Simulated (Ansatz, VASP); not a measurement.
**AgCl: VASP beside Ansatz**

Wanted: the spread between two codes on one cell, functional and k mesh.

Method: plane waves, with VASP 6.6.1 beside it; G0W0 gap at PBE, in Ansatz 0.2.0.

In doubt: one-shot GW on d or f shells is unsure, so the values of those runs are not to be relied on.

### Step 1. The structure

The structure is cubic, space group Fm-3m (No. 225). The conventional cell has a = 5.545 Å, b = 5.545 Å, c = 5.545 Å, α = 90.00°, β = 90.00°, γ = 90.00°. Nearest to Ag lie 6 Cl at 2.77 Å. Nearest to Cl lie 6 Ag at 2.77 Å. Farther neighbours and most contacts between anions are not listed.

Coordinates:

```cif
data_structure
_symmetry_space_group_name_H-M 'P 1'
_symmetry_Int_Tables_number 1
_cell_length_a 3.9211
_cell_length_b 3.9211
_cell_length_c 3.9211
_cell_angle_alpha 60.000
_cell_angle_beta 60.000
_cell_angle_gamma 60.000
_cell_volume 42.63
loop_
_atom_site_label
_atom_site_type_symbol
_atom_site_fract_x
_atom_site_fract_y
_atom_site_fract_z
_atom_site_occupancy
Ag1 Ag 0.00000 0.00000 0.00000 1
Cl2 Cl 0.50000 0.50000 0.50000 1
```

### Step 2. Ansatz: G0W0 gap, PBE

Ansatz runs on its default PAW (the set named soft_2) files.

Quasiparticle shifts depend on high empty states and on the cores, so they are the hardest test of two PAW sets.

Input file input.yaml:

```yaml
crystal:
  lattice:
    - [0.0, 2.7726629968, 2.7726629968]
    - [2.7726629968, 0.0, 2.7726629968]
    - [2.7726629968, 2.7726629968, 0.0]
  atoms:
    - { symbol: Ag, position: [0.0, 0.0, 0.0] }
    - { symbol: Cl, position: [0.5, 0.5, 0.5] }
hamiltonian:
  xc: pbe
  pseudopotentials: { kind: paw }
kpoints:
  mp_grid: { grid: [4, 4, 4] }
scf:
  occupations: { method: fixed }
gw:
  n_empty_bands: 119
  ecut_chi: 120.0
  qp_bands: [v2, c2]
  qp_kpoints: band_edges
  screening: { model: contour_deformation }
```

On the command line:

```sh
$ ansatz run input.yaml --threads 4 --pin off --max-ram 9216MiB --backend cpu --events-out ev --progress --plain --runs-dir out
```

Numbers of over 12 decimals in the logs are rounded to 6 here.

The program printed:

```text
Engine: ansatz 0.2.0, aarch64-unknown-linux-gnu
Pseudopotentials: kind: paw
Pseudopotential: Ag, paw, valence charge 19, recommended cutoff 420 eV (normal), Ag.paw.azcp
Pseudopotential: Cl, paw, valence charge 7, recommended cutoff 420 eV (normal), Cl.paw.azcp
Functional definition: PBE
  parameter kappa = 0.804
  parameter beta = 0.066725
  exchange = pbe_x(kappa = kappa, mu = beta*pi^2/3)
  correlation = pbe_c(beta = beta)
Crystal: 2 atoms, lattice volume = 42.631 Å³
Basis set: ecut = 420 eV, 869 PW (Γ)
Bands: 17, of which v1, the nominal top of the filled ones, is band 13 counted from 1 (12 counted from 0)
Symmetry: 48 space group operations
Space group: Fm-3m (ITA 225), of the structure as read, at distance tolerance 3.5e-5 Å
k-points: 8 of 64
Non-local potential: Ag, projectors of the file, l = 0: 3, l = 1: 2, l = 2: 2, l = 3: 1
Non-local potential: Cl, projectors of the file, l = 0: 2, l = 1: 2, l = 2: 2
PAW form: soft (Blöchl's): semilocal exchange-correlation on the pseudo side does not see the compensation charge
PAW one-centre angular grid: Ag, 590 points (default); XC on 64 Gauss nodes
PAW one-centre angular grid: Cl, 110 points (default); XC on 64 Gauss nodes
Initial density: superposition of atomic densities (neutral atoms: chi_scale 0, normalization atom), corrected by the library's trained network
Initial wavefunctions: pseudopotential atomic-orbital guess
Functional: x = pbe(κ = 0.804, μ = 0.219515), c = pbe(β = 0.066725)
SCF iter   1: F=—  HF=-8670.877770 eV  |F-HF|=—  |Δ(HF+E_count)|=         —  Δρ=6.63e-4  dr2=1.93e-4  ethr=1.77e-3  ⟨swp⟩=4.6  Hψ=550  notcnv=0  defer=10
preconditioner: auto → none  [insulator: Δε(μ)=0.906 eV  Ē_g=10.939 eV  n_scr=14 (ndim 8)  ℏωp=24.1 eV  f_vac=0.036  ε∞_Penn≈5.9]
SCF iter   2: F=—  HF=-8670.878522 eV  |F-HF|=—  |Δ(HF+E_count)|=   7.52e-4  Δρ=2.62e-4  dr2=2.23e-5  ethr=7.40e-7  ⟨swp⟩=3.0  Hψ=369  notcnv=0  defer=13
SCF iter   3: F=—  HF=-8670.878527 eV  |F-HF|=—  |Δ(HF+E_count)|=   5.99e-6  Δρ=1.39e-4  dr2=3.03e-6  ethr=8.59e-8  ⟨swp⟩=2.0  Hψ=200  notcnv=0  defer=5
SCF iter   4: F=—  HF=-8670.878538 eV  |F-HF|=—  |Δ(HF+E_count)|=   1.07e-5  Δρ=9.33e-5  dr2=3.22e-6  ethr=1.17e-8  ⟨swp⟩=2.0  Hψ=240  notcnv=0  defer=13
SCF iter   5: F=—  HF=-8670.878537 eV  |F-HF|=—  |Δ(HF+E_count)|=   8.88e-7  Δρ=2.83e-5  dr2=2.88e-7  ethr=1.17e-8  ⟨swp⟩=2.6  Hψ=214  notcnv=0  defer=13
SCF iter   6: F=-8670.878537 eV  HF=-8670.878537 eV  |F-HF|=9.22e-10  |Δ(HF+E_count)|=   7.40e-8  Δρ=3.45e-6  dr2=3.77e-9  ethr=3.85e-10  ⟨swp⟩=5.8  Hψ=507  notcnv=0
SCF 1 converged in 6 iterations: F = -8670.878537 eV  dr2 = 3.77e-9
  greatest PAW one-centre occupation: 1.000 electrons in one spin orbital (limit 2), on the Ag atom at site 0 (counted from 0), in its partial waves of l = 0
NSCF: frozen V_eff on 8 k-points
G₀W₀ screening: q 1/8
G₀W₀ screening: q 2/8 (q-point 5)
G₀W₀ screening: q 3/8 (q-point 6)
G₀W₀ screening: q 4/8 (q-point 2)
G₀W₀ screening: q 5/8 (q-point 4)
G₀W₀ screening: q 6/8 (q-point 8)
G₀W₀ screening: q 7/8 (q-point 3)
G₀W₀ screening: q 8/8 (q-point 7)
G₀W₀ self-energy: k 1/6
G₀W₀ self-energy: k 2/6
G₀W₀ self-energy: k 3/6
G₀W₀ self-energy: k 4/6
G₀W₀ self-energy: k 5/6
G₀W₀ self-energy: k 6/6
NSCF: frozen V_eff on 1 k-points
SCF converged after 6 iterations
Free energy (F): -8670.878537 eV
Harris-Foulkes:  -8670.878537 eV  (|F-HF|=9.22e-10)
Internal energy: -8670.878537 eV  (E = F + TS)
E sigma→0 (E₀):  -8670.878537 eV
Fermi energy:    8.119699 eV
--- Per-component energies (eV) ---
  E_band       = -358.117294
  E_kinetic    = 689.510078
  E_local      = -3210.012770  (includes V_loc(G=0)·N_el)
  E_nonlocal   = 112.654967
  E_hartree    = 1408.949931
  E_xc         = -290.102473
  E_vxc        = -354.338026  (∫ρ·V_xc dr)
  E_paw        = -4564.878434  (= ΣΔE_a)
  E_vpaw       = -413.835762  (= ΣTr[D̂ρ^β])
  E_aug_tail   = 0.000408  (compensation charges beyond the density's cutoff)
  E_ewald      = -2817.000242
  E_smearing   = -0.000000  (= −TS)
  E_closure    = -0.000000  (closes the sum)
  Σ components = -8670.878537   (vs F -8670.878537, Δ=0.00e0)
--- Band table (eV; the first three rows and the last of 8) ---
  k-point 0: bands = [... 9 lower, 5.7119, 5.8030, 5.8030, 5.8030, 9.0275, 18.8136, 18.8136, 18.8136]
  k-point 1: bands = [... 9 lower, 5.8506, 6.1103, 7.3183, 7.3183, 11.0574, 15.8995, 17.2364, 17.2364]
  k-point 2: bands = [... 9 lower, 6.0373, 6.3520, 8.1197, 8.1197, 12.3499, 14.6603, 15.7245, 15.7245]
  k-point 7: bands = [... 9 lower, 6.1246, 6.1561, 6.1567, 6.9376, 12.3096, 15.9826, 15.9826, 16.1006]
--- G₀W₀: contour deformation, 7 samples at zero and on the imaginary axis and 3 off it, 64 q-points, 119 empty bands' worth ---
  eigenvalues of the whole cell's RPA ε∞ on this k-mesh (on a slab, of 1 + 4πα/V) = 5.2750, 5.2750, 5.2750; static W/v taken at q = 0 is 0.189572
  bands read: the sum over 132 bands ends inside a degenerate multiplet in 3 slots, whose members it reads at an even weight; the widest, k=0: bands 132 to 133 (counted from 1) at 1/2 each
  gw.qp_kpoints: band_edges: 6 of 8 stored k-points solved, in 1 pass; an edge of the gap read off the rows below is read off those points alone
    valence top: of the k-points left out ik 7 came nearest to being solved in a further pass, in band 13 (counted from 1, as in the quasiparticle table): it holds the edge there only if its correction is more favourable than any solved in that band by at least 1.174 eV; those differ by 0.250 eV
    conduction bottom: of the k-points left out ik 3 came nearest to being solved in a further pass, in band 14 (counted from 1, as in the quasiparticle table): it holds the edge there only if its correction is more favourable than any solved in that band by at least 2.425 eV; those differ by 0.351 eV
    ik  band        ε_KS         Σx   Σc(E_QP)       V_xc       Z   E_QP_lin       E_QP  E_QP is
     0    12      5.8030   -21.0167     3.3189   -16.8659  0.7371     4.9536     4.9711  root
     0    13      5.8030   -21.0167     3.3189   -16.8659  0.7371     4.9536     4.9711  root
     0    14      9.0275    -8.1385    -4.0149   -12.4492  0.8077     9.3242     9.3233  root
     0    15     18.8136    -7.9379    -4.7830   -13.3420  0.7750    19.4452    19.4347  root
     1    12      7.3183   -29.0390     4.1106   -24.0374  0.7509     6.4109     6.4274  root
     1    13      7.3183   -29.0390     4.1106   -24.0374  0.7509     6.4109     6.4274  root
     1    14     11.0574    -9.1844    -4.0668   -13.6427  0.7955    11.4509    11.4489  root
     1    15     15.8995    -6.9361    -4.7285   -12.1010  0.7805    16.3381    16.3360  root
     2    12      8.1197   -30.3935     4.0223   -25.5314  0.7592     7.2674     7.2799  root
     2    13      8.1197   -30.3935     4.0223   -25.5314  0.7592     7.2674     7.2799  root
     2    14     12.3499    -5.6890    -4.0439    -9.9372  0.8115    12.5548    12.5542  root
     2    15     14.6603    -9.9809    -5.5016   -16.1619  0.7259    15.3559    15.3398  root
     4    12      7.0778   -31.3995     4.6074   -25.8209  0.7464     6.0852     6.1066  root
     4    13      7.1508   -30.1458     4.3809   -24.8274  0.7478     6.1942     6.2133  root
     4    14     12.1006    -8.4176    -4.5473   -13.5199  0.7909    12.6604    12.6555  root
     4    15     14.6797    -7.3330    -4.3895   -12.1038  0.7858    15.0631    15.0610  root
     5    12      6.4817   -32.2069     4.9048   -26.2805  0.7378     5.4324     5.4601  root
     5    13      8.0472   -30.4447     4.0594   -25.5346  0.7587     7.1836     7.1966  root
     5    14     13.0782    -9.8318    -4.5154   -14.8878  0.7746    13.6233    13.6188  root
     5    15     14.0958    -6.5587    -4.6123   -11.6005  0.7859    14.5274    14.5254  root
     6    12      6.1564   -35.4850     5.6449   -28.7073  0.7334     4.9888     5.0236  root
     6    13      6.2424   -35.5818     5.7432   -28.7569  0.7255     5.1248     5.1607  root
     6    14     10.4909    -7.5875    -4.4028   -12.4764  0.8059    10.9798    10.9771  root
     6    15     16.0808    -8.9904    -4.0003   -13.3971  0.7949    16.4899    16.4872  root
```

It took 4.8 s on 4 threads of Arm Neoverse V1, shared host; peak memory 0.34 GiB.

(Continued in part 2 of 2.)

[Lines on the potential files, build, host, timing and source positions are cut from VASP's logs without a mark.]

[Logs are printed without paths, hosts, clocks, repeated set-up lines and the standing remarks that a program may print on its own settings, such as how far it seeks lower states.]

[Hosts, paths, dates, database ids (printed as entryN), source tags and the programs' standing remarks are cut or masked in the printed files.]
